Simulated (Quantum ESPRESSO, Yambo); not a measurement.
# A GW chain in Yambo: AlAs (F-43m), part 3 of 3

How does a plane-wave GW calculation on AlAs (F-43m) run from the first input to the gap?

Quantum ESPRESSO 7.5 and Yambo 5.3.0; PBE and many-body steps on it, plane waves. Known limits of the many-body steps: not at the basis limit; no spin-orbit coupling; coarse k mesh.

So far. Step 3 (Bands along the symmetry lines): The gap is 1.438 eV, as in the run before at this level. Step 4 (Empty states on the mesh, 4×4×4 mesh, 231 bands): On this mesh the gap is 1.438 eV.

### 6. Screening and self-energy, 4×4×4 mesh, 231 bands, screening to 231.3 eV

Now the one-shot GW correction: screening in the RPA, then the self-energy of the levels asked for.

This step: G0W0 on PBE, plane waves, norm-conserving pseudopotentials.

gw1.in reads:

```
HF_and_locXC
gw0
dyson
ppa
em1d
rim_cut
RandQpts= 1000000
RandGvec= 1 RL
EXXRLvcs= 100 Ry
VXCRLvcs= 400 Ry
Chimod= "HARTREE"
% BndsRnXp
 1 | 231 |
%
NGsBlkXp= 17 Ry
% LongDrXp
 1 | 1 | 1 |
%
% GbndRnge
 1 | 231 |
%
DysSolver= "n"
ExtendOut
PPAPntXp= 27.21138 eV
% QPkrange
 1 | 1 | 12 | 15 |
 7 | 7 | 12 | 15 |
%
```

Launch:

```
$ OMP_NUM_THREADS=1 mpirun -n 4 yambo -F gw1.in -J gw1 -C gw1 > gw1.log
```

The program printed:

```text
 Yambo, version 5.3.0

 [02] CORE Variables Setup
 =========================

  [... cell, symmetries and grids as in the set-up ...]

  [02.05] Energies & Occupations
  ==============================

  [X] === General ===
  [X] Electronic Temperature                        :  0.000000  0.000000 [eV K]
  [X] Bosonic    Temperature                        :  0.000000  0.000000 [eV K]
  [X] Finite Temperature mode                       : no
  [X] El. density                                   :  0.57332E+24 [cm-3]
  [X] Fermi Level                                   :  6.999082 [eV]

  [X] === Gaps and Widths ===
  [X] Conduction Band Min                           :  1.438227 [eV]
  [X] Valence Band Max                              :  0.000000 [eV]
  [X] Filled Bands                                  :  13
  [X] Empty Bands                                   :   14  231
  [X] Direct Gap                                    :  2.050208 [eV]
  [X] Direct Gap localized at k                     :  1
  [X] Indirect Gap                                  :  1.438227 [eV]
  [X] Indirect Gap between kpts                     :   1   7
  [X] Last valence band width                       :  2.822586 [eV]
  [X] 1st conduction band width                     :  2.893526 [eV]

 [03] Transferred momenta grid and indexing
 ==========================================

 IBZ Q-points                                      :   8
 BZ  Q-points                                      :   64

 K/Q-points units:
 rlu = crystal or reduced units; cc = cartesian coordinates; iku = interal k-units

 Q [1]          [rlu]:  0.000000  0.000000  0.000000
 Q [2]          [rlu]:  0.81056E-17  0.81056E-17  0.25000
 Q [3]          [rlu]: -0.16211E-16 -0.16211E-16 -0.50000
 Q [4]          [rlu]: -0.97223E-17  0.25000      0.25000
 Q [5]          [rlu]:  0.15221E-16  0.25000      0.50000
 Q [6]          [rlu]: -0.71722E-16  0.25000     -0.25000
 Q [7]          [rlu]:  0.19445E-16 -0.50000     -0.50000
 Q [8]          [rlu]:  0.250000 -0.500000 -0.250000

 [04] Coloumb potential Random Integration (RIM)
 ===============================================

  [04.01] RIM initialization
  ==========================

  * Diagonal components only detected *

  8 x (sBL volume)        :  0.101316 [a.u.]
  sBZ random points       :  1000000
  Points outside the sBZ  :   7968281
  RL volume               :  0.810531 [a.u.]
  Integrated volume       :  0.813757 [a.u.]

  [04.02] RIM integrals
  =====================

  Gamma point sphere radius             :  0.084562 [a.u.]
  Points outside the sphere             :   800476
  [Int_sBZ(q=0) 1/q^2]*(Vol_sBZ)^(-1/3) =:  7.776341
                                 should be <:  7.795600

  Summary of Coulomb integrals for non-metallic bands |Q|[au] RIM/Bare

  Q [1] 0.100000E-4 0.997530 * Q [2] 0.254334 1.068862
  Q [4] 0.293679 1.067204 * Q [6] 0.415325 1.029264
  Q [5] 0.487012 1.022872 * Q [3] 0.508667 1.020326
  Q [7] 0.587358 1.017560 * Q [8] 0.656687 1.014592

 [05] Dipoles
 ============

  [05.01] Setup: observables and procedures
  =========================================

 [06] Dynamic Dielectric Matrix (PPA)
 ====================================

 [WR./gw1//ndb.pp]---------------------------------------------------------------
  Brillouin Zone Q/K grids (IBZ/BZ)                :    8   64    8   64
  RL vectors                                       :   6183 [WF]
  Coulomb cutoff potential                         : none
  Electronic Temperature                           :  0.000000 [K]
  Bosonic    Temperature                           :  0.000000 [K]
  PPA    diel. fun.  energies                      : Perdew, Burke & Ernzerhof(X)+Perdew, Burke & Ernzerhof(C)
  wavefunctions                                    : Perdew, Burke & Ernzerhof(X)+Perdew, Burke & Ernzerhof(C)
  Global Gauge                                     : length
  X matrix size                                    :   387
  X band range                                     :    1  231
  X e/h energy range                               : -1.000000 -1.000000 [eV]
  X Time ordering                                  : R
  X Hxc Kernel                                     : HARTREE
  X Drude frequency                                :  0.000000  0.000000
  X poles                                          :  100.0000 [o/o]
  RL vectors in the sum                            :   6183
  [r,Vnl] included                                 : yes
  Field direction                                  :  0.577350E-5  0.577350E-5  0.577350E-5
  BZ energy Double Grid                            : no
  BZ energy DbGd points                            : 0
  BZ Q point size factor                           : -1.000000
  X Optical Averaged directions                    : none

 [07] Local Exchange-Correlation + Non-Local Fock
 ================================================

 [VXC] Plane waves :   41151
 [EXS] Plane waves :   5161

 QP @ state[ 1 ] K range:  1  1
 QP @ state[ 1 ] b range:  12  15
 QP @ state[ 2 ] K range:   7   7
 QP @ state[ 2 ] b range:  12  15

 [xc] Functional : Perdew, Burke & Ernzerhof(X)+Perdew, Burke & Ernzerhof(C)
 [xc] LIBXC used to calculate xc functional
  PP Number of Atomic Species                      :  2
  NLCC RL compoments                               :   41151
  PP Number of Atomic Species                      :  2
  NLCC RL compoments                               :   41151

 [xc] E_xc :  -24.76065 [Ha]
      E_xc :  -49.52129 [Ry]

  Local XC kind (lXC) : Perdew, Burke & Ernzerhof(X)+Perdew, Burke & Ernzerhof(C)
  Non-Local XC kind (nlXC) : Hartree-Fock

  Corrections @ K [1] :  [eV]
 <12|nlXC|12> = -14.93169 -0.10917E-17 <12|lXC|12> = -13.05898  0.000000
 <13|nlXC|13> = -14.93157  0.11148E-16 <13|lXC|13> = -13.05898  0.000000
 <14|nlXC|14> = -7.748134 -0.24280E-17 <14|lXC|14> = -11.86046  0.000000
 <15|nlXC|15> = -5.132624  0.21118E-17 <15|lXC|15> = -9.566489  0.26552E-16

  Corrections @ K [7] :  [eV]
 <12|nlXC|12> = -14.37580  0.57421E-17 <12|lXC|12> = -11.61168 -0.33043E-15
 <13|nlXC|13> = -14.37576 -0.13905E-16 <13|lXC|13> = -11.61168 -0.14161E-15
 <14|nlXC|14> = -4.804412  0.29381E-17 <14|lXC|14> = -8.425286  0.25077E-16
 <15|nlXC|15> = -5.313114  0.14762E-17 <15|lXC|15> = -9.143181 -0.18882E-15

 [08] Dyson equation: Newton solver
 ==================================

  [08.01] G0W0 (W PPA)
  ====================

  [  GW  ] Bands range     :    1  231
  [GW/PPA] G damping       :  0.100000 [eV]

  QP @ state[ 1 ] K range:  1  1
  QP @ state[ 1 ] b range:  12  15
  QP @ state[ 2 ] K range:   7   7
  QP @ state[ 2 ] b range:  12  15

   Sc/G bands                                       :    1  231
   Sc/G damping                                     :  0.100000 ev
   Sc bands terminator                              : no
   Sx RL components                                 :   5161

   QP @ state[ 1 ] K range                          :  1  1
   QP @ state[ 1 ] b range                          :  12  15
   QP @ state[ 2 ] K range                          :   7   7
   QP @ state[ 2 ] b range                          :  12  15
   GF energies kind                                 : Perdew, Burke & Ernzerhof(X)+Perdew, Burke & Ernzerhof(C)
   GF WF`s kind                                     : Perdew, Burke & Ernzerhof(X)+Perdew, Burke & Ernzerhof(C)
   Xs energies kind                                 : Perdew, Burke & Ernzerhof(X)+Perdew, Burke & Ernzerhof(C)
   Xs WF`s kind                                     : Perdew, Burke & Ernzerhof(X)+Perdew, Burke & Ernzerhof(C)

 [11] Game Over & Game summary
```

The job ended after 5.4 min (4 MPI ranks of Arm Neoverse V1, shared host; peak memory 2 GiB; 22 min of CPU time).

This step gave:

```
G0W0 gap on the points computed              : 2.048 eV
starting gap on the mesh                     : 1.438 eV
k of the valence top                         : 0, 0, 0
k of the conduction bottom                   : 0, -0.5, -0.5
least direct G0W0 gap on the computed points : 2.845 eV
Z at the valence top                         : 0.7873
Z at the conduction bottom                   : 0.8044
```

The gap on the mesh goes from 1.44 eV to 2.05 eV, a correction of +0.61 eV.

Limits: finite bands, cutoff and mesh; no spin-orbit coupling; coarse k mesh. v1 is the top filled band, c1 the lowest empty one. The levels before and after the correction (eV, zero at the valence-band top of each column):

|  | conduction bottom | valence top |
| --- | --- | --- |
| Kohn-Sham | 1.44 | 0.00 |
| G0W0 | 2.05 | 0.00 |

|  | level | energy (eV) |
| --- | --- | --- |
| Kohn-Sham | Γ v2-v1 | 0.000 |
| Kohn-Sham | Γ c1 | 2.050 |
| Kohn-Sham | Γ c2 | 4.292 |
| Kohn-Sham | (0 -0.5 -0.5) v2-v1 | -2.173 |
| Kohn-Sham | (0 -0.5 -0.5) c1 | 1.438 |
| Kohn-Sham | (0 -0.5 -0.5) c2 | 2.301 |
| G0W0 | Γ v2-v1 | 0.000 |
| G0W0 | Γ c1 | 2.845 |
| G0W0 | Γ c2 | 5.045 |
| G0W0 | (0 -0.5 -0.5) v2-v1 | -2.337 |
| G0W0 | (0 -0.5 -0.5) c1 | 2.047 |
| G0W0 | (0 -0.5 -0.5) c2 | 3.026 |

### 7. Where the time went

Times are wall times on the hardware named with each run, good to a factor of about two.

| step | time | share | memory (GiB) |
| --- | --- | --- | --- |
| ground state | 8.3 s | 2 % | 0.3 |
| bands along the symmetry lines | 6.9 s | 2 % | 0.25 |
| empty states on the mesh | 27 s | 7 % | 0.62 |
| conversion and set-up | 3.1 s | 1 % | 0.25 |
| screening and self-energy | 5.4 min | 88 % | 2 |

### 8. Results

| Quantity | Value |
| --- | --- |
| PBE gap | 1.44 eV, indirect |
| G0W0 gap on the mesh | 2.05 eV |
| GW settings | 4×4×4 mesh, 231 bands, screening to 231.3 eV, Godby-Needs plasmon pole |
| known limits | not at the basis limit; no spin-orbit coupling; coarse k mesh |

G0W0 moves the gap on the mesh from 1.44 eV to 2.05 eV (+0.61 eV), with Z of 0.79 and 0.80 at the edges. Only 2 of the mesh's irreducible points were corrected, so a valley elsewhere could overtake. The dearest step here is «screening and self-energy». Against experiment, by G0W0@PBE: the direct gap of 2.84 eV lies −0.17 eV from the measured 3.018 eV (direct, 300 K, quoted 2023). An exciton line or allowed optical edge lies below the quasiparticle gap by the binding energy; a forbidden edge can push the onset above it. The calculation has static nuclei and no excitons; a measured gap holds zero-point and thermal motion, which mostly lowers it. Bands and cutoff are finite, so the gap is not at the basis limit. The miss can reach some tenths of an eV and take either sign; the mesh is an error of its own. In the G0W0 run levels were corrected at 2 k points alone, so a gap called «on the mesh» is the least over those, and an edge elsewhere would be missed. The 4×4×4 mesh is coarse for this cell, which bears on the long-range parts of exchange and screening. The many-body steps are scalar-relativistic: spin-orbit coupling is not in them.

[Paths, hosts, dates, memory and timing lines, banners, echoed tables and standing remarks are left out of the program output.]

[Logs are printed without paths, hosts, clocks, repeated set-up lines and the standing remarks that a program may print on its own settings, such as how far it seeks lower states.]

[Runs of the session that timed out or met a known fault of the program may be left out.]

[Hosts, paths, dates, database ids (printed as entryN), source tags and the programs' standing remarks are cut or masked in the printed files.]
